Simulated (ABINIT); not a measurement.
# W (Im-3m) in ABINIT: further runs

The runs below take W through equation of state, band structure, with revPBE+D3, PBEsol.

Program: ABINIT 10.8.3 (patched build). These are calculated values, not measurements. Logs are shortened: lines on timing, memory, paths and dates and some standing lists are left out, and cuts for length are marked. The log counts tension as positive stress, the text compression.

## Step 1: The structure

The structure is cubic, space group Im-3m (No. 229). The conventional cell has a = 3.165 Å, b = 3.165 Å, c = 3.165 Å, α = 90.00°, β = 90.00°, γ = 90.00°. W (site symmetry m-3m) is surrounded by 8 W at 2.74 Å.

## Step 2: Equation of state, revPBE+D3

Input file run.abi:

```
# Datasets: one volume each
ndtset 7
getwfk -1
scalecart1 3*0.9795861087
scalecart2 3*0.9864848297
scalecart3 3*0.9932883884
scalecart4 3*1.0000000000
scalecart5 3*1.0066227096
scalecart6 3*1.0131594038
scalecart7 3*1.0196128224

# Pseudopotentials
pp_dirpath "./"
pseudos "W.GGA_PBE-JTH.xml"

# Structure
acell 5.1791760466 5.1791760466 5.1791760466
rprim
    -0.5773502692     0.5773502692     0.5773502692
     0.5773502692    -0.5773502692     0.5773502692
     0.5773502692     0.5773502692    -0.5773502692
ntypat 1
znucl 74
natom 1
typat 1
xred
     0.0000000000     0.0000000000     0.0000000000

# Plane-wave basis
ecut 16.0
pawecutdg 32.0

# k points
kptopt 1
ngkpt 12 12 12
nshiftk 1
shiftk 0.0 0.0 0.0

# Exchange and correlation
ixc 14
vdw_xc 6

# Bands and occupations
nband 11
occopt 3
tsmear 0.05 eV

# SCF cycle
nstep 100
tolvrs 1.0e-9

# Output
iomode 3
prtwf 1
prtden 0
prteig 0
prtebands 0
enunit 2
```

Potentials or basis: JTH PAW PBE v2.0.

Launch:

```sh
abinit run.abi > log 2>&1
```

run.abo:

```text
.Version 10.8.3 of ABINIT
 DATASET    1 : space group Im -3 m (#229); Bravais cI (body-center cubic)
================================================================================
 Values of the parameters that define the memory need for DATASET  1.
     intxc =       0    ionmov =       0      iscf =      17    lmnmax =      18
     lnmax =       6     mgfft =      20  mpssoang =       3    mqgrid =    3001
     natom =       1  nloc_mem =       2    nspden =       1   nspinor =       1
    nsppol =       1      nsym =      48    n1xccc =       1    ntypat =       1
    occopt =       3   xclevel =       2
       mpw =         321          nfft =        8000          nkpt =          72
 PAW method is used; the additional fine FFT grid is defined by:
   mgfftf=        27    nfftf =     19683
================================================================================
================================================================================
[... 71 lines left out ...]
 DATASET    7 : space group Im -3 m (#229); Bravais cI (body-center cubic)
================================================================================
 Values of the parameters that define the memory need for DATASET  7.
     intxc =       0    ionmov =       0      iscf =      17    lmnmax =      18
     lnmax =       6     mgfft =      20  mpssoang =       3    mqgrid =    3001
     natom =       1  nloc_mem =       2    nspden =       1   nspinor =       1
    nsppol =       1      nsym =      48    n1xccc =       1    ntypat =       1
    occopt =       3   xclevel =       2
       mpw =         364          nfft =        8000          nkpt =          72
 PAW method is used; the additional fine FFT grid is defined by:
   mgfftf=        30    nfftf =     27000
================================================================================
================================================================================

--------------------------------------------------------------------------------
------------- Echo of variables that govern the present computation ------------
--------------------------------------------------------------------------------
 -outvars: echo values of preprocessed input variables --------
            acell      5.1791760466E+00  5.1791760466E+00  5.1791760466E+00 Bohr
              amu      1.83850000E+02
             ecut      1.60000000E+01 Hartree
           enunit           2
           getwfk          -1
                       outvar_i_n : Printing only first  50 k-points.
              ixc          14
           jdtset        1    2    3    4    5    6    7
                       outvar_i_n : Printing only first  50 k-points.
         kptrlatt       12    0    0      0   12    0      0    0   12
          kptrlen1     6.08813869E+01
          kptrlen2     6.13101432E+01
          kptrlen3     6.17329851E+01
          kptrlen4     6.21501126E+01
          kptrlen5     6.25617147E+01
          kptrlen6     6.29679710E+01
          kptrlen7     6.33690517E+01
            natom           1
            nband          11
           ndtset           7
            ngfft          20      20      20
          ngfftdg1         27      27      27
          ngfftdg2         27      27      27
          ngfftdg3         30      30      30
          ngfftdg4         30      30      30
          ngfftdg5         30      30      30
          ngfftdg6         30      30      30
          ngfftdg7         30      30      30
             nkpt          72
            nstep         100
             nsym          48
           ntypat           1
                       prtocc : prtvol=0, do not print more k-points.
           occopt           3
        pawecutdg      3.20000000E+01 Hartree
         pawxcdev           0
           prtden           0
        prtebands           0
           prteig           0
            rprim1    -5.6556430356E-01  5.6556430356E-01  5.6556430356E-01
                       5.6556430356E-01 -5.6556430356E-01  5.6556430356E-01
                       5.6556430356E-01  5.6556430356E-01 -5.6556430356E-01
            rprim2    -5.6954728199E-01  5.6954728199E-01  5.6954728199E-01
                       5.6954728199E-01 -5.6954728199E-01  5.6954728199E-01
                       5.6954728199E-01  5.6954728199E-01 -5.6954728199E-01
            rprim3    -5.7347531844E-01  5.7347531844E-01  5.7347531844E-01
                       5.7347531844E-01 -5.7347531844E-01  5.7347531844E-01
                       5.7347531844E-01  5.7347531844E-01 -5.7347531844E-01
            rprim4    -5.7735026920E-01  5.7735026920E-01  5.7735026920E-01
                       5.7735026920E-01 -5.7735026920E-01  5.7735026920E-01
                       5.7735026920E-01  5.7735026920E-01 -5.7735026920E-01
            rprim5    -5.8117389237E-01  5.8117389237E-01  5.8117389237E-01
                       5.8117389237E-01 -5.8117389237E-01  5.8117389237E-01
                       5.8117389237E-01  5.8117389237E-01 -5.8117389237E-01
            rprim6    -5.8494785453E-01  5.8494785453E-01  5.8494785453E-01
                       5.8494785453E-01 -5.8494785453E-01  5.8494785453E-01
                       5.8494785453E-01  5.8494785453E-01 -5.8494785453E-01
            rprim7    -5.8867373749E-01  5.8867373749E-01  5.8867373749E-01
                       5.8867373749E-01 -5.8867373749E-01  5.8867373749E-01
                       5.8867373749E-01  5.8867373749E-01 -5.8867373749E-01
          spgroup         229
           tolvrs      1.00000000E-09
           tsmear      1.83746611E-03 Hartree
            typat      1
           useylm           1
           vdw_xc           6
                       outvars : Printing only first  50 k-points.
            znucl       74.00000

================================================================================

 chkinp: Checking input parameters for consistency, jdtset=   1.

 chkinp: Checking input parameters for consistency, jdtset=   2.

 chkinp: Checking input parameters for consistency, jdtset=   3.

 chkinp: Checking input parameters for consistency, jdtset=   4.
[... 31 lines left out ...]
 getcut: wavevector=  0.0000  0.0000  0.0000  ngfft=  20  20  20
         ecut(hartree)=     16.000   => boxcut(ratio)=   2.19475

 Fine grid specifications (used for densities):

 getcut: wavevector=  0.0000  0.0000  0.0000  ngfft=  27  27  27
         ecut(hartree)=     32.000   => boxcut(ratio)=   2.01545

--- Pseudopotential description ------------------------------------------------
- pspini: atom type   1  psp file is ./W.GGA_PBE-JTH.xml
 Pseudopotential format is: paw10
 basis_size (lnmax)=  6 (lmn_size= 18), orbitals=   0   0   1   1   2   2
 Spheres core radius: rc_sph= 2.41188978
 Shapefunction is BESSEL type: shapef(r,l)=aa(1,l)*jl(q(1,l)*r)+aa(2,l)*jl(q(2,l)*r)
 Radius for shape functions =  2.10354610
 Compensation charge density is not taken into account in XC energy/potential

   6.59015510E+02                                ecore*ucvol(ha*bohr**3)
--------------------------------------------------------------------------------

[... 7 lines left out ...]

     iter   Etot(hartree)      deltaE(h)  residm     nres2
 ETOT  1  -67.296865282100    -6.730E+01 1.175E+01 4.141E+00
 ETOT  2  -69.013507050430    -1.717E+00 8.635E-02 4.334E+00
 ETOT  3  -68.997786633130     1.572E-02 8.234E-02 1.311E+00
 ETOT  4  -68.991301860753     6.485E-03 1.136E-02 1.895E-02
 ETOT  5  -68.992036321868    -7.345E-04 6.742E-02 6.031E-02
 ETOT  6  -68.991761237596     2.751E-04 5.268E-03 1.516E-04
 ETOT  7  -68.991773360980    -1.212E-05 2.140E-03 1.629E-05
 ETOT  8  -68.991773649500    -2.885E-07 6.005E-05 6.391E-05
 ETOT  9  -68.991773401233     2.483E-07 5.463E-05 7.630E-07
 ETOT 10  -68.991773415089    -1.386E-08 2.358E-05 7.049E-08
 ETOT 11  -68.991773414832     2.569E-10 2.318E-05 8.426E-10
[... 1246 lines left out ...]
 Cartesian components of stress tensor (hartree/bohr^3)
  sigma(1 1)=  7.59862349E-04  sigma(3 2)=  0.00000000E+00
  sigma(2 2)=  7.59862349E-04  sigma(3 1)=  0.00000000E+00
  sigma(3 3)=  7.59862349E-04  sigma(2 1)=  0.00000000E+00

-Cartesian components of stress tensor (GPa)         [Pressure= -2.2356E+01 GPa]
- sigma(1 1)=  2.23559222E+01  sigma(3 2)=  0.00000000E+00
- sigma(2 2)=  2.23559222E+01  sigma(3 1)=  0.00000000E+00
- sigma(3 3)=  2.23559222E+01  sigma(2 1)=  0.00000000E+00

== END DATASET(S) ==============================================================
================================================================================

 -outvars: echo values of variables after computation  --------
            acell      5.1791760466E+00  5.1791760466E+00  5.1791760466E+00 Bohr
           etotal1    -6.8991773415E+01
           etotal2    -6.8992647746E+01
           etotal3    -6.8992979565E+01
           etotal4    -6.8992816073E+01
           etotal5    -6.8992209135E+01
           etotal6    -6.8991189487E+01
           etotal7    -6.8989802233E+01
            fcart1    -0.0000000000E+00 -0.0000000000E+00 -0.0000000000E+00
            fcart2    -0.0000000000E+00 -0.0000000000E+00 -0.0000000000E+00
            fcart3    -0.0000000000E+00 -0.0000000000E+00 -0.0000000000E+00
            fcart4    -0.0000000000E+00 -0.0000000000E+00 -0.0000000000E+00
            fcart5    -0.0000000000E+00 -0.0000000000E+00 -0.0000000000E+00
            fcart6    -0.0000000000E+00 -0.0000000000E+00 -0.0000000000E+00
            fcart7    -0.0000000000E+00 -0.0000000000E+00 -0.0000000000E+00
            rprim1    -5.6556430356E-01  5.6556430356E-01  5.6556430356E-01
                       5.6556430356E-01 -5.6556430356E-01  5.6556430356E-01
                       5.6556430356E-01  5.6556430356E-01 -5.6556430356E-01
            rprim2    -5.6954728199E-01  5.6954728199E-01  5.6954728199E-01
                       5.6954728199E-01 -5.6954728199E-01  5.6954728199E-01
                       5.6954728199E-01  5.6954728199E-01 -5.6954728199E-01
            rprim3    -5.7347531844E-01  5.7347531844E-01  5.7347531844E-01
                       5.7347531844E-01 -5.7347531844E-01  5.7347531844E-01
[... 9 lines left out ...]
                       5.8494785453E-01  5.8494785453E-01 -5.8494785453E-01
            rprim7    -5.8867373749E-01  5.8867373749E-01  5.8867373749E-01
                       5.8867373749E-01 -5.8867373749E-01  5.8867373749E-01
                       5.8867373749E-01  5.8867373749E-01 -5.8867373749E-01
           strten1    -5.0652723734E-04 -5.0652723734E-04 -5.0652723734E-04
                       0.0000000000E+00  0.0000000000E+00  0.0000000000E+00
           strten2    -2.4039535787E-04 -2.4039535787E-04 -2.4039535787E-04
                       0.0000000000E+00  0.0000000000E+00  0.0000000000E+00
           strten3     6.6143888199E-07  6.6143888199E-07  6.6143888199E-07
                       0.0000000000E+00  0.0000000000E+00  0.0000000000E+00
           strten4     2.2019978885E-04  2.2019978885E-04  2.2019978885E-04
                       0.0000000000E+00  0.0000000000E+00  0.0000000000E+00
           strten5     4.1889212869E-04  4.1889212869E-04  4.1889212869E-04
                       0.0000000000E+00  0.0000000000E+00  0.0000000000E+00
           strten6     5.9866024999E-04  5.9866024999E-04  5.9866024999E-04
                       0.0000000000E+00  0.0000000000E+00  0.0000000000E+00
           strten7     7.5986234930E-04  7.5986234930E-04  7.5986234930E-04
                       0.0000000000E+00  0.0000000000E+00  0.0000000000E+00
 Calculation completed.
```

Run time: 46 s. Hardware: 1 thread of Intel Xeon at 2.70GHz, shared host; peak memory 0.13 GiB.

Results:

| Quantity | Value |
| --- | --- |
| Equilibrium volume | 15.58 Å³/atom |
| Bulk modulus | 328 GPa |
| Pressure derivative of the bulk modulus | 3.7 |

Energy against volume, from the lowest point:
```csv
volume (Å³/atom),energy (meV/atom)
14.897,32.82
15.214,9.03
15.531,0.00
15.848,4.45
16.165,20.96
16.482,48.71
16.798,86.46
```

Caveat: pressures at fixed basis lie under the slope of the energies; the PAW data sets were made with another functional, which shifts forces and pressure a little.

## Step 3: Band structure, PBEsol

Input file run.abi:

```
# Datasets: ground state, then fixed potential
ndtset 2

# Pseudopotentials
pp_dirpath "./"
pseudos "W.upf"

# Structure
acell 3*1.0
rprim
    -2.9901986847     2.9901986847     2.9901986847
     2.9901986847    -2.9901986847     2.9901986847
     2.9901986847     2.9901986847    -2.9901986847
ntypat 1
znucl 74
natom 1
typat 1
xcart
     0.0000000000     0.0000000000     0.0000000000

# Plane-wave basis
ecut 1006.821291 eV

# Exchange and correlation
ixc -116133

# Bands and occupations
occopt 3
tsmear 0.05 eV

# SCF cycle
nstep 100

# Output
iomode 3
prtwf 0
prteig 0
prtebands 0
prtden1 1

# Dataset 1
kptopt1 1
ngkpt1 12 12 12
nshiftk1 1
shiftk1 0.0 0.0 0.0
nband1 11
tolvrs1 1.0e-10

# Dataset 2: bands along G-H-N-G-P-H
iscf2 -2
getden2 1
nband2 17
nbdbuf2 4
tolwfr2 1.0e-11
kptopt2 -5
ndivsm2 8
prteig2 1
prtvol2 -3
kptbounds2
     0.0000000000     0.0000000000     0.0000000000
     0.5000000000    -0.5000000000     0.5000000000
     0.0000000000     0.0000000000     0.5000000000
     0.0000000000     0.0000000000     0.0000000000
     0.2500000000     0.2500000000     0.2500000000
     0.5000000000    -0.5000000000     0.5000000000
```

Potentials or basis: PseudoDojo NC SR PBEsol v0.4 stringent.

Launch:

```sh
abinit run.abi > log 2>&1
```

run.abo:

```text
.Version 10.8.3 of ABINIT
 DATASET    1 : space group Im -3 m (#229); Bravais cI (body-center cubic)
================================================================================
 Values of the parameters that define the memory need for DATASET  1.
     intxc =       0    ionmov =       0      iscf =       7    lmnmax =       8
     lnmax =       8     mgfft =      30  mpssoang =       4    mqgrid =    3001
     natom =       1  nloc_mem =       1    nspden =       1   nspinor =       1
    nsppol =       1      nsym =      48    n1xccc =    2501    ntypat =       1
    occopt =       3   xclevel =       2
       mpw =        1164          nfft =       27000          nkpt =          72
================================================================================
================================================================================

 DATASET    2 : space group Im -3 m (#229); Bravais cI (body-center cubic)
================================================================================
 Values of the parameters that define the memory need for DATASET  2.
     intxc =       0    ionmov =       0      iscf =      -2    lmnmax =       8
     lnmax =       8     mgfft =      30  mpssoang =       4    mqgrid =    3001
     natom =       1  nloc_mem =       1    nspden =       1   nspinor =       1
    nsppol =       1      nsym =      48    n1xccc =    2501    ntypat =       1
    occopt =       3   xclevel =       2
       mpw =        1168          nfft =       27000          nkpt =          48
================================================================================
================================================================================

--------------------------------------------------------------------------------
------------- Echo of variables that govern the present computation ------------
--------------------------------------------------------------------------------
 -outvars: echo values of preprocessed input variables --------
            acell      1.0000000000E+00  1.0000000000E+00  1.0000000000E+00 Bohr
              amu      1.83850000E+02
             ecut      3.70000000E+01 Hartree
           getden1          0
           getden2          1
             iscf1          7
             iscf2         -2
              ixc     -116133
[... 575 lines left out ...]
    1        2.00000         10.14658264
================================================================================

 ----iterations are completed or convergence reached----

 Mean square residual over all n,k,spin=   41.722E-13; max=  99.782E-13
 reduced coordinates (array xred) for    1 atoms
       0.000000000000      0.000000000000      0.000000000000

 cartesian coordinates (angstrom) at end:
    1      0.00000000000000     0.00000000000000     0.00000000000000
 length scales=  1.000000000000  1.000000000000  1.000000000000 bohr
              =  0.529177210544  0.529177210544  0.529177210544 angstroms
 Eigenvalues (hartree) for nkpt=  48  k points:
 kpt#   1, nband= 17, wtk=  1.00000, kpt=  0.0000  0.0000  0.0000 (reduced coord)
  -2.01077   -0.67138   -0.67138   -0.67138    0.35993    0.66905    0.66905    0.66905
   0.79650    0.79650    1.24795    1.24795    1.24795    1.69856    1.69857    1.79252
   1.79252
 kpt#   2, nband= 17, wtk=  1.00000, kpt=  0.0455 -0.0455  0.0455 (reduced coord)
  -2.01057   -0.67281   -0.67203   -0.67203    0.36732    0.66831    0.66831    0.67246
   0.78513    0.80043    1.26029    1.26029    1.26036    1.60786    1.70858    1.78643
   1.78645
 kpt#   3, nband= 17, wtk=  1.00000, kpt=  0.0909 -0.0909  0.0909 (reduced coord)
  -2.01000   -0.67679   -0.67394   -0.67394    0.38872    0.66712    0.66712    0.68259
   0.75526    0.81136    1.29274    1.29583    1.29583    1.48380    1.73907    1.76338
   1.76338
 kpt#   4, nband= 17, wtk=  1.00000, kpt=  0.1364 -0.1364  0.1364 (reduced coord)
  -2.00911   -0.68245   -0.67696   -0.67696    0.42178    0.66792    0.66792    0.69917
   0.71527    0.82632    1.33537    1.35014    1.35014    1.37282    1.71527    1.71527
   1.79087
 kpt#   5, nband= 17, wtk=  1.00000, kpt=  0.1818 -0.1818  0.1818 (reduced coord)
[... 161 lines left out ...]
   0.84924    1.06065    1.09224    1.09224    1.47945    1.49810    1.49810    1.68007
   1.82324
 kpt#  46, nband= 17, wtk=  1.00000, kpt=  0.4500 -0.3500  0.4500 (reduced coord)
  -2.00266   -0.70518   -0.70518   -0.69889    0.51715    0.51715    0.78064    0.87191
   0.87191    1.05971    1.06019    1.06019    1.39998    1.53066    1.53066    1.62207
   1.91793
 kpt#  47, nband= 17, wtk=  1.00000, kpt=  0.4750 -0.4250  0.4750 (reduced coord)
  -2.00228   -0.70479   -0.70479   -0.70313    0.50418    0.50418    0.85926    0.89402
   0.89402    1.03079    1.03079    1.04052    1.33015    1.55750    1.55750    1.58922
   2.01378
 kpt#  48, nband= 17, wtk=  1.00000, kpt=  0.5000 -0.5000  0.5000 (reduced coord)
  -2.00215   -0.70464   -0.70464   -0.70464    0.49971    0.49971    0.90466    0.90466
   0.90466    1.01745    1.01745    1.01745    1.30357    1.56794    1.56794    1.57834
   2.06190

== END DATASET(S) ==============================================================
================================================================================

 -outvars: echo values of variables after computation  --------
            acell      1.0000000000E+00  1.0000000000E+00  1.0000000000E+00 Bohr
           etotal1    -7.5831457391E+01
            fcart1    -0.0000000000E+00 -0.0000000000E+00 -0.0000000000E+00
            rprim     -2.9901986847E+00  2.9901986847E+00  2.9901986847E+00
                       2.9901986847E+00 -2.9901986847E+00  2.9901986847E+00
                       2.9901986847E+00  2.9901986847E+00 -2.9901986847E+00
           strten1     9.5449986912E-05  9.5449986912E-05  9.5449986912E-05
                       0.0000000000E+00  0.0000000000E+00  0.0000000000E+00
 Calculation completed.
```

It took 44 s on 1 thread of Intel Xeon at 2.70GHz, shared host; peak memory 0.11 GiB.

What came out:

* Free energy: -2063.4791 eV
* Pressure: -2.8 GPa
* Band gap on the k mesh: none (metal or under the smearing width)
* Valence electrons inside the program's atomic spheres: W 10.15 (radii [1.0584] Å)

Levels at the corners of the path, in eV from the Fermi level:
| point | band 4 | band 5 | band 6 | band 7 | band 8 | band 9 | band 10 | band 11 |
| --- | --- | --- | --- | --- | --- | --- | --- | --- |
| Γ | -37.63 | -9.57 | -1.16 | -1.16 | -1.16 | 2.31 | 2.31 | 14.60 |
| H | -38.54 | -5.76 | -5.76 | 5.25 | 5.25 | 5.25 | 8.32 | 8.32 |
| N | -37.64 | -6.20 | -3.49 | 0.79 | 2.21 | 3.19 | 6.25 | 11.13 |
| Γ | -37.63 | -9.57 | -1.16 | -1.16 | -1.16 | 2.31 | 2.31 | 14.60 |
| P | -38.28 | -2.87 | -2.87 | -2.87 | 3.36 | 3.36 | 6.65 | 12.34 |
| H | -38.54 | -5.76 | -5.76 | 5.25 | 5.25 | 5.25 | 8.32 | 8.32 |

Caveat: spin-orbit coupling is left out, which moves the levels of the heavy elements.
